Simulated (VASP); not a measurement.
# CdS (Fm-3m) in VASP: notebook

Runs on CdS. Level: PBE. Tasks: G0W0 quasiparticle levels.

All numbers are computed with VASP 6.6.1; they aren't measurements. Logs are shortened: lines on timing, memory, paths and dates and some standing lists are left out, and cuts for length are marked.

## 1. Starting point

Symmetry: Fm-3m, No. 225, cubic system. Conventional cell: a = 5.506 Å, b = 5.506 Å, c = 5.506 Å, α = 90.00°, β = 90.00°, γ = 90.00°. Cd (site symmetry m-3m) is surrounded by 6 S at 2.75 Å. Around S (site symmetry m-3m) lie 6 Cd at 2.75 Å.

Measurements of this composition are mostly on another form, of space group No. 186.

## 2. G0W0 quasiparticle levels, PBE

POSCAR

```
CdS
1.0
    0.0000000000      2.7532440000      2.7532440000
    2.7532440000      0.0000000000      2.7532440000
    2.7532440000      2.7532440000      0.0000000000
Cd S
1 1
Direct
    0.0000000000      0.0000000000      0.0000000000
    0.5000000000      0.5000000000      0.5000000000
```

INCAR.step1

```
SYSTEM = CdS
  PREC = Accurate
  ENCUT = 450
  EDIFF = 1E-8
  ISMEAR = 0
  SIGMA = 0.01
  LREAL = .FALSE.
  LASPH = .TRUE.
  NELM = 60
  ALGO = Normal
  LWAVE = .TRUE.
  LCHARG = .FALSE.
  GGA = PE
```

INCAR.step2

```
SYSTEM = CdS
  PREC = Accurate
  ENCUT = 450
  EDIFF = 1E-8
  ISMEAR = 0
  SIGMA = 0.01
  LREAL = .FALSE.
  LASPH = .TRUE.
  NELM = 1
  ALGO = Exact
  LWAVE = .TRUE.
  LCHARG = .FALSE.
  GGA = PE
  NBANDS = 21
  LOPTICS = .TRUE.
  ISTART = 1
```

INCAR.step3

```
SYSTEM = CdS
  PREC = Accurate
  ENCUT = 450
  EDIFF = 1E-8
  ISMEAR = 0
  SIGMA = 0.01
  LREAL = .FALSE.
  LASPH = .TRUE.
  ALGO = EVGW0
  LWAVE = .FALSE.
  LCHARG = .FALSE.
  GGA = PE
  NELMGW = 1
  NBANDS = 21
  ENCUTGW = 260
  NOMEGA = 48
  PRECFOCK = Fast
  ISTART = 1
  NBANDSGW = 17
```

KPOINTS

```
Automatic mesh
0
G
  3 3 3
  0 0 0
```

Potentials or basis: VASP PAW PBE potentials, release 64 (Cd_GW, S_GW).

Launch:

```bash
$ cat potpaw_PBE.64/Cd_GW/POTCAR potpaw_PBE.64/S_GW/POTCAR > POTCAR
$ cp INCAR.step1 INCAR
$ mpirun -np 1 vasp_std > vasp.out
$ cp INCAR.step2 INCAR
$ mpirun -np 1 vasp_std > vasp.out
$ cp INCAR.step3 INCAR
$ mpirun -np 1 vasp_std > vasp.out
```

OUTCAR:

```text
SYSTEM = CdS
   PREC = Accurate
   ENCUT = 450
   EDIFF = 1E-8
   ISMEAR = 0
   LREAL = .FALSE.
   LASPH = .TRUE.
   GGA = PE
   NELMGW = 1
   ENCUTGW = 260
   PRECFOCK = Fast
   ISTART = 1

 Found      4 irreducible k-points:

 Following reciprocal coordinates:
            Coordinates               Weight
  0.000000  0.000000  0.000000      1.000000
  0.333333  0.000000  0.000000      8.000000
  0.333333  0.333333  0.000000      6.000000
 -0.333333  0.333333  0.000000     12.000000
   k-points           NKPTS =      4   k-points in BZ     NKDIM =     27   number of bands    NBANDS=     21
   number of dos      NEDOS =    301   number of ions     NIONS =      2
   total plane-waves  NPLWV =  21952
   dimension x,y,z NGX =    28 NGY =   28 NGZ =   28
   dimension x,y,z NGXF=    56 NGYF=   56 NGZF=   56
   ions per type =               1   1
   NGX,Y,Z   is equivalent  to a cutoff of  11.95, 11.95, 11.95 a.u.
   NGXF,Y,Z  is equivalent  to a cutoff of  23.91, 23.91, 23.91 a.u.
 SYSTEM =  CdS
   PREC   = accura    normal or accurate (medium, high low for compatibility)
   ISTART =      1    job   : 0-new  1-cont  2-samecut
   ICHARG =      0    charge: 1-file 2-atom 10-const
   ISPIN  =      1    spin polarized calculation?
   LNONCOLLINEAR =      F non collinear calculations
   LSORBIT =      F    spin-orbit coupling
   LASPH  =      T    aspherical Exc in radial PAW
   ENCUT  =  450.0 eV  33.07 Ry    5.75 a.u.   6.73  6.73  6.73*2*pi/ulx,y,z
   NELM   =     60;   NELMIN=  2; NELMDL=  0     # of ELM steps
   EDIFF  = 0.1E-07   stopping-criterion for ELM
   LREAL  =      F    real-space projection
   EDIFFG = 0.1E-06   stopping-criterion for IOM
   NSW    =      0    number of steps for IOM
   IBRION =     -1    ionic relax: 0-MD 1-quasi-New 2-CG
   NFREE  =      0    steps in history (QN), initial steepest desc. (CG)
   ISIF   =      0    stress and relaxation
   ISYM   =      3    0-nonsym 1-usesym 2-fastsym
   POTIM  = 0.5000    time-step for ionic-motion
   TEBEG  =    0.0;   TEEND  =   0.0 temperature during run
   PSTRESS=    0.0 pullay stress
   NELECT =      18.0000    total number of electrons
   NUPDOWN=      -1.0000    fix difference up-down
   EMIN   =  10.00;   EMAX   =-10.00  energy-range for DOS
   EFERMI =   0.00;   METHOD = LEGACY
   ISMEAR =     0;   SIGMA  =   0.01  broadening in eV -4-tet -1-fermi 0-gaus
   EFERMI_NEDOS =   21; number of points for ismear=-14 and -15
   IALGO  =     38    algorithm
   IMIX   =      4    mixing-type and parameters
     AMIX     =   0.40;   BMIX     =  1.00
     AMIX_MAG =   1.60;   BMIX_MAG =  1.00
  volume/ion in A,a.u.               =      20.87       140.84
  Fermi-wavevector in a.u.,A,eV,Ry     =   1.236833  2.337275 20.813583  1.529755
  Thomas-Fermi vector in A             =   2.371425
   LORBIT       =      0    0 simple, 1 ext, 2 COOP (PROOUT), +10 PAW based schemes
   GGA     = PE    functional components
   LHFCALC =     T    Hartree Fock is set to
   PRECFOCK=fast      Normal, Fast or Accurate (Low or Medium for compatibility)
   ENCUT4O =  -1.0   cutoff for four orbital integrals eV
   NKREDX  =     1    reduce k-point grid by
   NKREDY  =     1    reduce k-point grid by
   NKREDZ  =     1    reduce k-point grid by
   AEXX    =    1.0000 exact exchange contribution
   HFSCREEN=    0.0000 screening length (either q_TF or 0.3 A-1)
   HFSCREENC=   0.0000 screening length for correlation (either q_TF or 0.3 A-1)
   ENCUTFOCK=  -1.0 apply spherical cutoff to Coloumb kernel
   IVDW    =     0    specifies the selected vdW correction
   LEPSILON=     F    determine dielectric tensor
   LRPA    =     F    only Hartree local field effects (RPA)
   LRPAFORCE           =     F    calculate RPA forces
   ENCUTGW             = 260.0    cutoff for response function in eV
   ENCUTGWSOFT         = 208.0    soft cutoff for Coulomb kernel in GW response function in eV
   ENCUTLF             =  -1.0    cutoff for local field effects
   NELMGW              =     1    number of iterations in solving QP/BSE equation
   NELMHF              =     1    number of iterations in the inner HF iteration
   NKREDLFX            =     1    NKREDLFY  =   1   NKREDLFZ  =   1
 non-spin polarized calculation
 Gauss-broadening in eV      SIGMA  =   0.01
  energy-cutoff  :      450.00
  volume of cell :       41.74
 maximum number of plane-waves:       906
  NGX = 16; NGY = 16; NGZ = 16
   NGX = 13   NGY = 13   NGZ = 13
 maximum number of plane-waves:       411

 QP shifts <psi_nk| G(iteration)W_0 |psi_nk>: iteration 1
 for sc-GW calculations column KS-energies equals QP-energies in previous step
 and V_xc(KS)=  KS-energies - (<T + V_ion + V_H > + <T+V_H+V_ion>^1  + <V_x>^1)

 k-point   1 :       0.0000    0.0000    0.0000
  band No.  KS-energies  QP-energies   sigma(KS)   V_xc(KS)     V^pw_x(r,r')   Z            occupation Imag(sigma)

      1      -8.2276      -8.0317     -12.3705     -12.6776     -20.6296       0.6379       2.0000       1.5696
      2      -3.3313      -4.5073     -17.0419     -15.3687     -23.1447       0.7028       2.0000       0.2950
      3      -3.3313      -4.5073     -17.0419     -15.3687     -23.1447       0.7028       2.0000       0.2950
      4      -3.3313      -4.5073     -17.0419     -15.3687     -23.1447       0.7028       2.0000       0.2950
      5      -3.3249      -4.5028     -17.1744     -15.5045     -23.4091       0.7053       2.0000       0.3646
      6      -3.3249      -4.5028     -17.1744     -15.5045     -23.4091       0.7053       2.0000       0.3646
      7       3.7196       3.9642     -12.7519     -13.0852     -16.2014       0.7338       2.0000       0.1862
      8       3.7196       3.9642     -12.7519     -13.0852     -16.2014       0.7338       2.0000       0.1862
      9       3.7196       3.9642     -12.7519     -13.0852     -16.2014       0.7338       2.0000       0.1862
     10       5.1941       6.2726      -9.7753     -11.1651      -6.6880       0.7760       0.0000      -0.1089
     11      13.5340      14.7754      -8.6346     -10.2256      -4.9391       0.7802       0.0000      -0.2696
     12      13.5340      14.7754      -8.6346     -10.2256      -4.9391       0.7802       0.0000      -0.2696
     13      13.5340      14.7754      -8.6346     -10.2256      -4.9391       0.7802       0.0000      -0.2696
     14      15.5411      16.1340      -6.1458      -6.9095      -1.8398       0.7765       0.0000      -0.3369
     15      15.6056      17.1212      -8.1371     -10.1578      -3.6388       0.7501       0.0000      -0.5897
     16      15.6056      17.1212      -8.1371     -10.1578      -3.6388       0.7501       0.0000      -0.5897
     17      15.6056      17.1212      -8.1371     -10.1578      -3.6388       0.7501       0.0000      -0.5897

 k-point   2 :       0.3333    0.0000    0.0000
  band No.  KS-energies  QP-energies   sigma(KS)   V_xc(KS)     V^pw_x(r,r')   Z            occupation Imag(sigma)

      1      -7.4583      -7.2429     -12.8314     -13.1620     -20.8816       0.6514       2.0000       1.3885
      2      -3.5365      -4.6588     -16.8584     -15.2500     -23.1242       0.6977       2.0000       0.3803
      3      -3.5365      -4.6588     -16.8584     -15.2500     -23.1242       0.6977       2.0000       0.3803
      4      -3.4494      -4.5709     -16.6326     -15.0319     -22.7137       0.7007       2.0000       0.3318
      5      -3.1877      -4.3802     -17.2408     -15.5481     -23.3571       0.7045       2.0000       0.2958
      6      -3.1877      -4.3802     -17.2408     -15.5481     -23.3571       0.7045       2.0000       0.2958
      7       0.2810       0.2591     -11.7802     -11.7510     -15.6613       0.7509       2.0000       0.3903
      8       4.2279       4.4415     -13.2375     -13.5263     -16.5623       0.7396       2.0000       0.1646
      9       4.2279       4.4415     -13.2375     -13.5263     -16.5623       0.7396       2.0000       0.1646
     10       7.9525       8.9051      -8.9961     -10.2212      -5.6880       0.7775       0.0000      -0.1441
     11      10.8949      12.3735      -9.8374     -11.7908      -5.9523       0.7569       0.0000      -0.2836
     12      10.9457      12.2077      -8.5200     -10.1402      -4.9996       0.7789       0.0000      -0.2175
     13      10.9457      12.2077      -8.5200     -10.1402      -4.9996       0.7789       0.0000      -0.2175
     14      15.3946      16.4666      -7.5215      -8.8973      -3.2306       0.7792       0.0000      -0.4509
     15      15.8326      17.4112      -8.6447     -10.6923      -4.6916       0.7710       0.0000      -0.4027
     16      15.8326      17.4112      -8.6447     -10.6923      -4.6916       0.7710       0.0000      -0.4027
     17      21.5622      23.6874      -8.3426     -11.0368      -3.7775       0.7888       0.0000      -1.0295

 k-point   3 :       0.3333    0.3333    0.0000
  band No.  KS-energies  QP-energies   sigma(KS)   V_xc(KS)     V^pw_x(r,r')   Z            occupation Imag(sigma)

      1      -7.4873      -7.3293     -13.1119     -13.3587     -21.1871       0.6404       2.0000       1.3274
      2      -3.4402      -4.5983     -16.8567     -15.2039     -22.9533       0.7006       2.0000       0.3003
      3      -3.2482      -4.4370     -17.2639     -15.5834     -23.5002       0.7074       2.0000       0.3564
      4      -3.1787      -4.1919     -16.4670     -15.0296     -22.6047       0.7049       2.0000       0.4265
      5      -3.1577      -4.3468     -17.2356     -15.5467     -23.3394       0.7040       2.0000       0.2896
      6      -3.1577      -4.3468     -17.2356     -15.5467     -23.3394       0.7040       2.0000       0.2896
      7       1.1879       1.1798     -12.0759     -12.0649     -15.6817       0.7458       2.0000       0.3039
      8       2.7173       2.8517     -12.2501     -12.4335     -15.8231       0.7330       2.0000       0.2301
      9       2.7173       2.8517     -12.2501     -12.4335     -15.8231       0.7330       2.0000       0.2301
     10       5.9749       7.1464      -9.3621     -10.8689      -6.5167       0.7775       0.0000      -0.1044
     11      10.8147      11.6297      -8.2476      -9.2890      -4.7288       0.7826       0.0000      -0.1698
     12      12.2754      13.5637      -9.7041     -11.4224      -5.8135       0.7498       0.0000      -0.2885
     13      14.1558      15.6027      -8.7445     -10.6265      -4.6148       0.7689       0.0000      -0.3890
     14      14.1558      15.6027      -8.7445     -10.6265      -4.6148       0.7689       0.0000      -0.3890
     15      17.6795      19.4484      -9.6749     -11.9677      -5.4647       0.7715       0.0000      -0.5963
     16      19.5780      21.7047      -8.8367     -11.5432      -4.2763       0.7858       0.0000      -0.8754
     17      19.5780      21.7047      -8.8367     -11.5432      -4.2763       0.7858       0.0000      -0.8754

 k-point   4 :      -0.3333    0.3333    0.0000
  band No.  KS-energies  QP-energies   sigma(KS)   V_xc(KS)     V^pw_x(r,r')   Z            occupation Imag(sigma)

      1      -7.1911      -7.0309     -13.3870     -13.6351     -21.4151       0.6460       2.0000       1.2568
      2      -3.4626      -4.5953     -16.9478     -15.3329     -23.2267       0.7014       2.0000       0.3853
      3      -3.4289      -4.5503     -16.6628     -15.0640     -22.7523       0.7014       2.0000       0.3315
      4      -3.2651      -4.4275     -16.9812     -15.3251     -23.0689       0.7019       2.0000       0.3055
      5      -3.1335      -4.3303     -17.2886     -15.5914     -23.3913       0.7051       2.0000       0.2857
      6      -2.8377      -3.8988     -17.1129     -15.6200     -23.2646       0.7108       2.0000       0.3720
      7       0.6035       0.6189     -11.5899     -11.6104     -15.2754       0.7520       2.0000       0.3504
      8       1.2571       1.2194     -11.6498     -11.5988     -15.3793       0.7392       2.0000       0.3302
      9       3.5115       3.6518     -12.7310     -12.9207     -16.0949       0.7394       2.0000       0.1876
     10       7.1880       8.3560      -9.4145     -10.9194      -6.4109       0.7762       0.0000      -0.1254
     11      10.8210      12.0253      -9.4006     -10.9749      -5.8056       0.7649       0.0000      -0.2159
     12      12.1783      13.6004      -9.1338     -11.0007      -5.4499       0.7617       0.0000      -0.2779
     13      12.4002      13.6034      -9.1034     -10.6859      -5.2947       0.7603       0.0000      -0.2542
     14      15.4239      16.8319      -8.2706     -10.0748      -4.1080       0.7804       0.0000      -0.4783
     15      16.3044      17.8154      -8.3295     -10.3051      -4.2935       0.7648       0.0000      -0.4073
     16      19.7754      21.8288      -8.5606     -11.1813      -3.9643       0.7835       0.0000      -0.9602
     17      20.9739      23.1810      -8.4877     -11.2693      -4.0494       0.7934       0.0000      -0.9735
```

Wall time 25 s (1 thread of Intel Xeon 6975P-C (Granite Rapids), shared host); peak memory 0.41 GiB.

These settings aren't checked as converged: the numbers below hold their error.

Results:

* Band gap on the k mesh, mean-field level: 0.97 eV, indirect (least direct gap 1.47 eV)
* Quasiparticle gap: 1.83 eV
* Least direct quasiparticle gap: 2.31 eV

Caveat: the k mesh is coarse (spacing up to 0.66 Å⁻¹), so the values aren't converged; bands, screening cutoff and mesh are small and nothing is extrapolated, so the quasiparticle values aren't converged; an odd mesh through Γ misses points on the zone boundary, where band edges often lie.

[end of part 1 of 3]
